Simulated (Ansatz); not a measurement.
# H-type MoTe2 bilayer (3R stacking) in a perpendicular field, part 3 of 4

What dipole does a perpendicular field induce in the H-type MoTe2 bilayer (3R stacking), and does the gap follow? A positive field points along +c.

Ansatz 0.2.0; plane-wave DFT, r2SCAN-D4, Ansatz PAW (the session's first sound run).

So far, gap along the path (eV): step 3 (atoms held, field 0) 1.10; step 5 (field -0.05 V/Å) 1.06; step 6 (field 0.1 V/Å) 1.11; step 7 (field 0.2 V/Å) 1.02; step 8 (field 0.3 V/Å) 0.936.

### 9. Response, atoms held

This step: plane-wave DFT, r2SCAN-D4, Ansatz PAW; response to a field along the normal, atoms held (Ansatz 0.2.0).

The dipoles give the slope, and the difference of two potentials shows where the field is screened.

This step gave:

* equivalent conductor thickness p/(ε₀AE): 12.50 Å
* distance between the outer atoms: 10.75 Å

Table of dipole of the cell by applied field:

| applied field (V/Å) | dipole of the cell (e·Å) |
| --- | --- |
| -0.050 | -0.0346 |
| 0.000 | 0.00304 |
| 0.050 | 0.0407 |
| 0.100 | 0.0783 |
| 0.200 | 0.154 |
| 0.300 | 0.229 |

Local field over the applied field, running mean. From the potentials at -0.05 and 0.05 V/Å; running mean over 2.5 Å. Local field over applied field against z:

| z (Å) | local field over applied field |
| --- | --- |
| 4.5 | 0.997 |
| 5.0 | 0.992 |
| 5.5 | 0.976 |
| 6.0 | 0.938 |
| 6.5 | 0.856 |
| 7.0 | 0.718 |
| 7.5 | 0.552 |
| 8.0 | 0.380 |
| 8.5 | 0.222 |
| 9.0 | 0.109 |
| 9.5 | 0.0576 |
| 10.0 | 0.0389 |
| 10.5 | 0.0304 |
| 11.0 | 0.0299 |
| 11.5 | 0.0356 |
| 12.0 | 0.0471 |
| 12.5 | 0.0789 |
| 13.0 | 0.145 |
| 13.5 | 0.219 |
| 14.0 | 0.266 |
| 14.5 | 0.273 |
| 15.0 | 0.245 |
| 15.5 | 0.181 |
| 16.0 | 0.106 |
| 16.5 | 0.0572 |
| 17.0 | 0.0395 |
| 17.5 | 0.0324 |
| 18.0 | 0.0290 |
| 18.5 | 0.0336 |
| 19.0 | 0.0465 |
| 19.5 | 0.0765 |
| 20.0 | 0.158 |
| 20.5 | 0.298 |
| 21.0 | 0.466 |
| 21.5 | 0.637 |
| 22.0 | 0.793 |
| 22.5 | 0.904 |
| 23.0 | 0.961 |
| 23.5 | 0.986 |
| 24.0 | 0.995 |
| 24.5 | 0.998 |

Electrons, planar mean, per unit field. The induced electron density by z:

z (Å), induced electron density (e/Å³ per V/Å) and a bar from the least value:
```
        5    0.00004 ################
        6    0.00031 ##################
        7    0.00181 #########################
        8    0.00288 ##############################
        9    0.00076 ####################
       10   -0.00046 ##############
       11    0.00029 ##################
       12   -0.00026 ###############
       13   -0.00073 #############
       14   -0.00134 ##########
       15    0.00183 #########################
       16    0.00074 ####################
       17   -0.00008 ################
       18   -0.00005 ################
       19   -0.00007 ################
       20   -0.00089 ############
       21   -0.00334 
       22   -0.00124 ##########
       23   -0.00018 ###############
       24   -0.00002 ################
```

The smaller of the gaps on the path and on the k-mesh, counted as 0 under 0.03 eV. The gap by applied field:

| applied field (V/Å) | gap (eV) |
| --- | --- |
| -0.050 | 1.06 |
| 0.000 | 1.1 |
| 0.050 | 1.14 |
| 0.100 | 1.11 |
| 0.200 | 1.02 |
| 0.300 | 0.936 |

By hand: between -0.05 and 0.05 V/Å the dipole changes by 0.07529 e·Å, a slope of 0.7529 e·Å²/V. A perfect conductor of thickness t has p = ε₀AEt, so t = 180.95 × 0.7529 / 10.899 = 12.50 Å (e/ε₀ = 180.95 V·Å, A in Å²).

The induced dipole is that of a conductor 12.50 Å thick.

### 10. Same geometry, cutoff 420 eV, functional LDA

This step: plane-wave DFT, LDA, Ansatz PAW (Ansatz 0.2.0).

The geometry is kept and the functional is LDA; other changes against the main runs: SCF threshold 1.0e-10 → 1.0e-09 eV, cutoff 500 → 420, k-mesh 18×18×1 → 6×6×1 and no dispersion term, which doesn't act on the electrons.

input.yaml

```yaml
crystal:
  lattice:
    - [3.5476124168, 0.0, 0.0]
    - [-1.7738062084, 3.0723224757, 0.0]
    - [0.0, 0.0, 28.7494211329]
  atoms:
    - { symbol: Te, position: [0.3333333333, 0.6666666667, 0.3130497814] }
    - { symbol: Mo, position: [0.0, 0.0, 0.3753804162] }
    - { symbol: Te, position: [0.3333333333, 0.6666666667, 0.4376696271] }
    - { symbol: Te, position: [0.6666666667, 0.3333333333, 0.5623218876] }
    - { symbol: Mo, position: [0.3333333333, 0.6666666667, 0.6246663856] }
    - { symbol: Te, position: [0.6666666667, 0.3333333333, 0.6869502186] }
kpoints:
  mp_grid: { grid: [6, 6, 1] }
hamiltonian:
  xc: lda
scf:
  occupations: { method: fermi_dirac, width: 0.02585 }
  convergence: { dr2_threshold: 1.0e-09 }
efield:
  axis: 3
  dipole_correction: true
  ramp_position: 0.968
  ramp_width: 0.064
  amplitude: 0.1
output:
  write_potential: true
  write_density: true
  volumetric_format: npy
```

Launch:

```console
ansatz run input.yaml --threads 4 --pin off --max-ram 12288MiB --backend cpu --events-out ev --progress --plain --runs-dir out
```

Numbers of over 12 decimals in the logs are rounded to 6 here.

What it wrote:

```text
[...]
Crystal: 6 atoms, lattice volume = 313.352 Å³
Basis set: ecut = 420 eV, 6079 PW (Γ)
Bands: 56, of which v1, the nominal top of the filled ones, is band 46 counted from 1 (45 counted from 0)
Symmetry: 6 space group operations
[...]
k-points: 7 of 36 (time reversal used)
[...]
SCF iter   1: F=—  HF=-36997.573053 eV  |F-HF|=—  |Δ(HF+E_count)|=         —  Δρ=3.62e-2  dr2=5.59e0  ethr=3.10e-3  p=0.081 e·Å  D=4.69e-2 V/Å  ΔV_dip=-1.35 eV  dr2_dipole=5.07e-4  V_vac-E_F(+/−)=5.90/4.62 eV  ⟨swp⟩=11.0  Hψ=1774  notcnv=0
[...]
SCF iter  15: F=-36995.980380 eV  HF=-36995.980380 eV  |F-HF|=0.00e0  |Δ(HF+E_count)|=  2.26e-10  Δρ=2.51e-7  dr2=3.61e-10  ethr=1.09e-12  p=0.079 e·Å  D=4.57e-2 V/Å  ΔV_dip=-1.31 eV  dr2_dipole=6.01e-12  V_vac-E_F(+/−)=5.25/3.94 eV  ⟨swp⟩=11.3  Hψ=1303  notcnv=0
SCF 1 converged in 15 iterations: F = -36995.980380 eV  dr2 = 3.61e-10
[...]
SCF converged after 15 iterations
Free energy (F): -36995.980380 eV
[...]
Internal energy: -36995.980380 eV  (E = F + TS)
E sigma→0 (E₀):  -36995.980380 eV
Fermi energy:    3.570888 eV
Dipole field:    D = 0.045732 V/Å  (p = 0.079194 e·Å, saw-weighted, corrected)
Work function:   not extracted (applied field tilts the vacuum); planar V_es + V_field profile in the machine report
[...]
--- Band table (eV; the first three rows and the last of 7) ---
  k-point 0: bands = [... 42 lower, 2.1560, 2.1560, 2.4907, 3.0820, 6.0531, 6.0531, 6.1328, 6.1328, ... 6 higher]
  k-point 1: bands = [... 42 lower, 2.0391, 2.3743, 2.4718, 2.8273, 4.9562, 5.0966, 5.2071, 5.3879, ... 6 higher]
  k-point 2: bands = [... 42 lower, 2.0699, 2.1555, 2.2937, 2.3536, 4.4041, 4.6821, 4.7298, 4.8195, ... 6 higher]
  k-point 6: bands = [... 42 lower, 1.3382, 1.3401, 3.0144, 3.0372, 4.0733, 4.1081, 4.8982, 4.9419, ... 6 higher]
```

Run time: 5.4 s. Hardware: 4 threads of Arm Neoverse V1, shared host; peak memory 0.67 GiB; 21 s of CPU time.

This step gave:

- dipole along the normal: 0.07919 e·Å

The dipole is 0.0792 e·Å.

### 11. Same geometry, cutoff 420 eV, functional LDA (run 2)

The same run in the opposite field.

input.yaml, as its differences from that of step 10:

```diff
@@ -24,3 +24,3 @@
   ramp_width: 0.064
-  amplitude: 0.1
+  amplitude: -0.1
 output:
```

What it wrote:

```text
[...]
Crystal: 6 atoms, lattice volume = 313.352 Å³
Basis set: ecut = 420 eV, 6079 PW (Γ)
Bands: 56, of which v1, the nominal top of the filled ones, is band 46 counted from 1 (45 counted from 0)
Symmetry: 6 space group operations
[...]
k-points: 7 of 36 (time reversal used)
[...]
k-point 0: bands = [... 42 lower, 2.2017, 2.2017, 2.4883, 3.0866, 6.0238, 6.0238, 6.1572, 6.1572, ... 6 higher]
  k-point 1: bands = [... 42 lower, 2.0324, 2.3540, 2.4931, 2.8332, 4.9353, 5.1045, 5.2055, 5.4024, ... 6 higher]
  k-point 2: bands = [... 42 lower, 2.0325, 2.1900, 2.2571, 2.3903, 4.3892, 4.6980, 4.7002, 4.8491, ... 6 higher]
  k-point 6: bands = [... 42 lower, 1.2599, 1.4159, 2.9588, 3.0921, 4.0300, 4.1511, 4.8634, 4.9622, ... 6 higher]
[key lines of the parts left out:]
SCF converged after 16 iterations
Free energy (F): -36995.979780 eV
Fermi energy:    3.565362 eV
Dipole field:    D = -0.042261 V/Å  (p = -0.073184 e·Å, saw-weighted, corrected)
```

Wall time 5.5 s (4 threads); peak memory 0.67 GiB; 21 s of CPU time.

The dipole is -0.0732 e·Å.

### 12. Response at this level

This step: plane-wave DFT, LDA, Ansatz PAW; response to a field along the normal, atoms held (Ansatz 0.2.0).

The two signs of the field give the slope at this level.

This step gave:

```yaml
equivalent_conductor_thickness_p_eps_0ae: 12.65 Å
```

The induced dipole is that of a conductor 12.65 Å thick.

### 13. Same geometry, cutoff 420 eV, functional PBE

This step: plane-wave DFT, PBE, Ansatz PAW (Ansatz 0.2.0).

The geometry is kept and the functional is PBE; other changes against the main runs: SCF threshold 1.0e-10 → 1.0e-09 eV, cutoff 500 → 420, k-mesh 18×18×1 → 6×6×1 and no dispersion term, which doesn't act on the electrons.

input.yaml, as its differences from that of step 11:

```diff
@@ -15,3 +15,3 @@
 hamiltonian:
-  xc: lda
+  xc: pbe
 scf:
@@ -24,3 +24,3 @@
   ramp_width: 0.064
-  amplitude: -0.1
+  amplitude: 0.1
 output:
```

What it wrote:

```text
[...]
Crystal: 6 atoms, lattice volume = 313.352 Å³
Basis set: ecut = 420 eV, 6079 PW (Γ)
Bands: 56, of which v1, the nominal top of the filled ones, is band 46 counted from 1 (45 counted from 0)
Symmetry: 6 space group operations
[...]
k-points: 7 of 36 (time reversal used)
[...]
k-point 0: bands = [... 42 lower, 2.4422, 2.4422, 2.7752, 3.3610, 6.3583, 6.3583, 6.4397, 6.4397, ... 6 higher]
  k-point 1: bands = [... 42 lower, 2.3198, 2.6502, 2.7527, 3.1057, 5.2769, 5.4118, 5.5238, 5.6963, ... 6 higher]
  k-point 2: bands = [... 42 lower, 2.3514, 2.4367, 2.5791, 2.6395, 4.7132, 4.9840, 5.0258, 5.1160, ... 6 higher]
  k-point 6: bands = [... 42 lower, 1.6085, 1.6123, 3.3110, 3.3358, 4.3763, 4.4129, 5.1948, 5.2412, ... 6 higher]
[key lines of the parts left out:]
SCF converged after 15 iterations
Free energy (F): -37833.442524 eV
Fermi energy:    3.866094 eV
Dipole field:    D = 0.045711 V/Å  (p = 0.079157 e·Å, saw-weighted, corrected)
```

Elapsed: 5.4 s, on 4 threads; peak memory 0.69 GiB.

The dipole is 0.0792 e·Å.

### 14. Same geometry, cutoff 420 eV, functional PBE (run 2)

The same run in the opposite field.

input.yaml, as its differences from that of step 13:

```diff
@@ -24,3 +24,3 @@
   ramp_width: 0.064
-  amplitude: 0.1
+  amplitude: -0.1
 output:
```

What it wrote:

```text
[...]
Crystal: 6 atoms, lattice volume = 313.352 Å³
Basis set: ecut = 420 eV, 6079 PW (Γ)
Bands: 56, of which v1, the nominal top of the filled ones, is band 46 counted from 1 (45 counted from 0)
Symmetry: 6 space group operations
[...]
k-points: 7 of 36 (time reversal used)
[...]
k-point 0: bands = [... 42 lower, 2.4880, 2.4880, 2.7726, 3.3658, 6.3288, 6.3288, 6.4643, 6.4643, ... 6 higher]
  k-point 1: bands = [... 42 lower, 2.3127, 2.6313, 2.7726, 3.1119, 5.2549, 5.4210, 5.5208, 5.7120, ... 6 higher]
  k-point 2: bands = [... 42 lower, 2.3135, 2.4717, 2.5420, 2.6766, 4.6978, 4.9957, 5.0002, 5.1460, ... 6 higher]
  k-point 6: bands = [... 42 lower, 1.5307, 1.6877, 3.2558, 3.3903, 4.3332, 4.4557, 5.1611, 5.2605, ... 6 higher]
[key lines of the parts left out:]
SCF converged after 15 iterations
Free energy (F): -37833.441927 eV
Fermi energy:    3.863966 eV
Dipole field:    D = -0.042253 V/Å  (p = -0.073169 e·Å, saw-weighted, corrected)
```

Elapsed: 5.4 s, on 4 threads; peak memory 0.68 GiB.

The dipole is -0.0732 e·Å.

### 15. Response at this level

This step: plane-wave DFT, PBE, Ansatz PAW; response to a field along the normal, atoms held (Ansatz 0.2.0).

The induced dipole is that of a conductor 12.64 Å thick.

### 16. Same geometry, cutoff 500 eV, functional r2SCAN

This step: plane-wave DFT, r2SCAN, Ansatz PAW (Ansatz 0.2.0).

The geometry is kept and the functional is r2SCAN; other changes against the main runs: SCF threshold 1.0e-10 → 1.0e-09 eV, k-mesh 18×18×1 → 6×6×1 and no dispersion term, which doesn't act on the electrons.

input.yaml, as its differences from that of step 14:

```diff
@@ -15,3 +15,3 @@
 hamiltonian:
-  xc: pbe
+  xc: r2scan
 scf:
@@ -24,3 +24,3 @@
   ramp_width: 0.064
-  amplitude: -0.1
+  amplitude: 0.1
 output:
```

What it wrote:

```text
[...]
Crystal: 6 atoms, lattice volume = 313.352 Å³
Basis set: ecut = 500 eV, 8037 PW (Γ), exchange–correlation on 108×108×864 points (64 copies of the dense FFT grid, shifted against one another)
Bands: 56, of which v1, the nominal top of the filled ones, is band 46 counted from 1 (45 counted from 0)
Symmetry: 6 space group operations
[...]
k-point 0: bands = [... 42 lower, 2.2276, 2.2276, 2.6323, 3.2201, 6.3479, 6.3479, 6.4348, 6.4348, ... 6 higher]
  k-point 1: bands = [... 42 lower, 2.1002, 2.4503, 2.5950, 2.9454, 5.2977, 5.4388, 5.5685, 5.7233, ... 6 higher]
  k-point 2: bands = [... 42 lower, 2.1907, 2.2780, 2.3508, 2.4175, 4.7059, 4.9762, 4.9805, 5.0743, ... 6 higher]
  k-point 6: bands = [... 42 lower, 1.3242, 1.3353, 3.1925, 3.2230, 4.3332, 4.3776, 5.2040, 5.2476, ... 6 higher]
[key lines of the parts left out:]
SCF converged after 13 iterations
Free energy (F): -37916.227373 eV
Fermi energy:    3.783218 eV
Dipole field:    D = 0.045283 V/Å  (p = 0.078415 e·Å, saw-weighted, corrected)
```

It took 12 s on 4 threads; peak memory 1.2 GiB; 47 s of CPU time.

The dipole is 0.0784 e·Å.

### 17. Same geometry, cutoff 500 eV, functional r2SCAN (run 2)

The same run in the opposite field.

input.yaml, as its differences from that of step 16:

```diff
@@ -24,3 +24,3 @@
   ramp_width: 0.064
-  amplitude: 0.1
+  amplitude: -0.1
 output:
```

What it wrote:

```text
[...]
Crystal: 6 atoms, lattice volume = 313.352 Å³
Basis set: ecut = 500 eV, 8037 PW (Γ), exchange–correlation on 108×108×864 points (64 copies of the dense FFT grid, shifted against one another)
Bands: 56, of which v1, the nominal top of the filled ones, is band 46 counted from 1 (45 counted from 0)
Symmetry: 6 space group operations
[...]
k-point 0: bands = [... 42 lower, 2.2749, 2.2749, 2.6287, 3.2256, 6.3165, 6.3165, 6.4612, 6.4612, ... 6 higher]
  k-point 1: bands = [... 42 lower, 2.0917, 2.4398, 2.6063, 2.9531, 5.2740, 5.4528, 5.5579, 5.7435, ... 6 higher]
  k-point 2: bands = [... 42 lower, 2.1493, 2.3122, 2.3166, 2.4562, 4.6890, 4.9482, 4.9940, 5.1066, ... 6 higher]
  k-point 6: bands = [... 42 lower, 1.2460, 1.4108, 3.1352, 3.2797, 4.2899, 4.4205, 5.1599, 5.2761, ... 6 higher]
[key lines of the parts left out:]
SCF converged after 15 iterations
Free energy (F): -37916.226757 eV
Fermi energy:    3.785571 eV
Dipole field:    D = -0.041712 V/Å  (p = -0.072232 e·Å, saw-weighted, corrected)
```

The job ended after 13 s (4 threads; peak memory 1.3 GiB; 51 s of CPU time).

The dipole is -0.0722 e·Å.

### 18. Response at this level

This step: plane-wave DFT, r2SCAN, Ansatz PAW; response to a field along the normal, atoms held (Ansatz 0.2.0).

The induced dipole is that of a conductor 12.51 Å thick.

### 19. Same geometry, cutoff 420 eV, functional HSE06

This step: plane-wave DFT, HSE06, Ansatz PAW (Ansatz 0.2.0).

The geometry is kept and the functional is HSE06; other changes against the main runs: SCF threshold 1.0e-10 → 1.0e-09 eV, cutoff 500 → 420, k-mesh 18×18×1 → 6×6×1 and no dispersion term, which doesn't act on the electrons.

input.yaml, as its differences from that of step 17:

```diff
@@ -15,3 +15,3 @@
 hamiltonian:
-  xc: r2scan
+  xc: hse06
 scf:
@@ -24,3 +24,3 @@
   ramp_width: 0.064
-  amplitude: -0.1
+  amplitude: 0.1
 output:
```

What it wrote:

```text
[...]
Crystal: 6 atoms, lattice volume = 313.352 Å³
Basis set: ecut = 420 eV, 6079 PW (Γ)
Bands: 56, of which v1, the nominal top of the filled ones, is band 46 counted from 1 (45 counted from 0)
Symmetry: 6 space group operations
[...]
k-points: 7 of 36 (time reversal used)
[...]
k-point 1: bands = [... 42 lower, 1.8138, 2.1760, 2.3174, 2.7013, 5.4787, 5.6288, 5.7540, 5.9327]
  k-point 2: bands = [... 42 lower, 1.8703, 1.9663, 2.0847, 2.1558, 4.8725, 5.1683, 5.1736, 5.2749]
  k-point 6: bands = [... 42 lower, 0.9724, 0.9830, 2.9911, 3.0238, 4.4685, 4.5185, 5.3873, 5.4364]
  guard bands above this table: 6 of the run's 56 bands. The solve was not asked for them (output.publish_guard_bands: true or output.eigenvalues: true publishes all)
[key lines of the parts left out:]
Free energy (F): -37855.120989 eV
Fermi energy:    3.749566 eV
Dipole field:    D = 0.045126 V/Å  (p = 0.078145 e·Å, saw-weighted, corrected)
```

Run time: 66 s. Hardware: 4 threads; peak memory 4.4 GiB.

A gap read on the k-mesh alone can miss the band edges.

The dipole is 0.0781 e·Å.

### 20. Same geometry, cutoff 420 eV, functional HSE06 (run 2)

The same run in the opposite field.

input.yaml, as its differences from that of step 19:

```diff
@@ -24,3 +24,3 @@
   ramp_width: 0.064
-  amplitude: 0.1
+  amplitude: -0.1
 output:
```

What it wrote:

```text
[...]
Crystal: 6 atoms, lattice volume = 313.352 Å³
Basis set: ecut = 420 eV, 6079 PW (Γ)
Bands: 56, of which v1, the nominal top of the filled ones, is band 46 counted from 1 (45 counted from 0)
Symmetry: 6 space group operations
[...]
k-points: 7 of 36 (time reversal used)
[...]
--- Band table (eV; the first three rows and the last of 7) ---
  k-point 0: bands = [... 42 lower, 2.0223, 2.0223, 2.3561, 3.0068, 6.5867, 6.5867, 6.7393, 6.7393]
  k-point 1: bands = [... 42 lower, 1.8054, 2.1631, 2.3316, 2.7084, 5.4553, 5.6376, 5.7497, 5.9514]
  k-point 2: bands = [... 42 lower, 1.8286, 2.0048, 2.0452, 2.1953, 4.8557, 5.1409, 5.1862, 5.3077]
  k-point 6: bands = [... 42 lower, 0.8896, 1.0628, 2.9313, 3.0830, 4.4261, 4.5605, 5.3446, 5.4643]
[...]
[key lines of the parts left out:]
Free energy (F): -37855.120364 eV
Fermi energy:    3.754814 eV
Dipole field:    D = -0.041512 V/Å  (p = -0.071886 e·Å, saw-weighted, corrected)
```

The job ended after 67 s (4 threads; peak memory 4.4 GiB; 4.3 min of CPU time).

The dipole is -0.0719 e·Å.

### 21. Side by side

Times are for 4 threads of Arm Neoverse V1, shared host. Results by setting:

| no. | functional | field | dipole along the normal (e·Å) | time | memory (GiB) |
| --- | --- | --- | --- | --- | --- |
| 1 | lda | 0.1 V/Å | 0.07919 | 5.4 s | 0.67 |
| 2 | lda | -0.1 V/Å | -0.07318 | 5.5 s | 0.67 |
| 3 | pbe | 0.1 V/Å | 0.07916 | 5.4 s | 0.69 |
| 4 | pbe | -0.1 V/Å | -0.07317 | 5.4 s | 0.68 |
| 5 | r2scan | 0.1 V/Å | 0.07842 | 12 s | 1.2 |
| 6 | r2scan | -0.1 V/Å | -0.07223 | 13 s | 1.3 |
| 7 | hse06 | 0.1 V/Å | 0.07814 | 66 s | 4.4 |
| 8 | hse06 | -0.1 V/Å | -0.07189 | 67 s | 4.4 |

### 22. Response at this level

This step: plane-wave DFT, HSE06, Ansatz PAW; response to a field along the normal, atoms held (Ansatz 0.2.0).

The induced dipole is that of a conductor 12.45 Å thick.

[end of part 3 of 4]

[Logs are printed without paths, hosts, clocks, repeated set-up lines and the standing remarks that a program may print on its own settings, such as how far it seeks lower states.]

[Hosts, paths, dates, database ids (printed as entryN), source tags and the programs' standing remarks are cut or masked in the printed files.]

[Maps of the electrostatic potential energy from Ansatz leave out the sawtooth potential of an applied field or a dipole correction, so their vacuum need not be flat; planar profiles and work functions include it.]
